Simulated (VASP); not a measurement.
Here is a VASP 6.6.1 calculation.

File INCAR:

```
SYSTEM = Ag
  ALGO = Fast
  EDIFF = 1E-6
  ENCUT = 520
  GGA = PE
  ISIF = 2
  ISMEAR = 0
  LASPH = .True.
  LCHARG = .False.
  LREAL = .False.
  LWAVE = .False.
  NBANDS = 12
  NELM = 100
  PREC = Accurate
  SIGMA = 0.05
```

KPOINTS

```
k-points
0
Gamma
  8 8 8
  0 0 0
```

POSCAR

```
Ag
1.0
   -1.6411893367      1.6411893367      1.6411893367
    1.6411893367     -1.6411893367      1.6411893367
    1.6411893367      1.6411893367     -1.6411893367
Ag
1
Direct
    0.0000000000      0.0000000000      0.0000000000
```

Potentials or basis: VASP PAW PBE potentials, release 64 (Ag).

Run with:

```console
$ cat potpaw_PBE.64/Ag/POTCAR > POTCAR
$ mpirun -np 1 vasp_std > vasp.out
```

**Question.** Estimate the pressure.

**Answer.** 1.4 GPa.

**Question.** What does it give for the band gap on the k mesh?

**Answer.** None (metal or under the smearing width).
